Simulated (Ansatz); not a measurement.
# Al: the cost of one run

Method: DFT PBE, plane waves, PAW, scalar-relativistic, no spin polarisation, in Ansatz 0.2.0.

1 further run of the same task is left out (it didn't finish).

## Step 1: The starting structure

The cell holds 17 atoms (Al17): a = 5.728 Å, b = 5.728 Å, c = 19.075 Å, α = 90.00°, β = 90.00°, γ = 90.00°.

Structure file:

```cif
data_structure
_symmetry_space_group_name_H-M 'P 1'
_symmetry_Int_Tables_number 1
_cell_length_a 5.7276
_cell_length_b 5.7276
_cell_length_c 19.0750
_cell_angle_alpha 90.000
_cell_angle_beta 90.000
_cell_angle_gamma 90.000
_cell_volume 625.76
loop_
_atom_site_label
_atom_site_type_symbol
_atom_site_fract_x
_atom_site_fract_y
_atom_site_fract_z
_atom_site_occupancy
Al1 Al 0.25000 0.25000 0.05242 1
Al2 Al 0.75000 0.25000 0.05242 1
Al3 Al 0.25000 0.75000 0.05242 1
Al4 Al 0.75000 0.75000 0.05242 1
Al5 Al 0.00000 0.00000 0.15858 1
Al6 Al 0.50000 0.00000 0.15858 1
Al7 Al 0.00000 0.50000 0.15858 1
Al8 Al 0.50000 0.50000 0.15858 1
Al9 Al 0.25000 0.25000 0.26474 1
Al10 Al 0.75000 0.25000 0.26474 1
Al11 Al 0.25000 0.75000 0.26474 1
Al12 Al 0.75000 0.75000 0.26474 1
Al13 Al 0.00000 0.00000 0.37090 1
Al14 Al 0.50000 0.00000 0.37090 1
Al15 Al 0.00000 0.50000 0.37090 1
Al16 Al 0.50000 0.50000 0.37090 1
Al17 Al 0.49302 0.73839 0.47890 1
```

## Step 2: Relaxing end A

File input.yaml:

```yaml
crystal:
  lattice:
    - [5.727565, 0.0, 0.0]
    - [0.0, 5.727565, 0.0]
    - [0.0, 0.0, 19.075]
  atoms:
    - { symbol: Al, position: [0.25, 0.25, 0.0524246] }
    - { symbol: Al, position: [0.75, 0.25, 0.0524246] }
    - { symbol: Al, position: [0.25, 0.75, 0.0524246] }
    - { symbol: Al, position: [0.75, 0.75, 0.0524246] }
    - { symbol: Al, position: [0.0, 0.0, 0.1585845] }
    - { symbol: Al, position: [0.5, 0.0, 0.1585845] }
    - { symbol: Al, position: [0.0, 0.5, 0.1585845] }
    - { symbol: Al, position: [0.5, 0.5, 0.1585845] }
    - { symbol: Al, position: [0.25, 0.25, 0.2647444] }
    - { symbol: Al, position: [0.75, 0.25, 0.2647444] }
    - { symbol: Al, position: [0.25, 0.75, 0.2647444] }
    - { symbol: Al, position: [0.75, 0.75, 0.2647444] }
    - { symbol: Al, position: [0.0, 0.0, 0.3709043] }
    - { symbol: Al, position: [0.5, 0.0, 0.3709043] }
    - { symbol: Al, position: [0.0, 0.5, 0.3709043] }
    - { symbol: Al, position: [0.5, 0.5, 0.3709043] }
    - { symbol: Al, position: [0.4930179, 0.7383856, 0.4788991] }
basis:
  ecutwfc: 420.0
kpoints:
  mp_grid: { grid: [3, 3, 1] }
hamiltonian:
  xc: pbe
  pseudopotentials: { kind: paw, azcp: { folder: soft_1 } }
scf:
  occupations: { method: gaussian, width: 0.15 }
  lower_state_search: "off"
relax:
  f_tol: 0.03
  max_steps: 60
  adjacent_minimum: "off"
  constraints: [{ sites: [0, 1, 2, 3] }]
```

Command:

```console
$ ansatz run input.yaml --threads 1 --pin off --max-ram 3072MiB --backend cpu --events-out ev --progress --plain --runs-dir out
```

What time and memory should one allow on 1 thread of Arm Neoverse V1, shared host?

About 2.1 min, with a peak of 0.56 GiB.
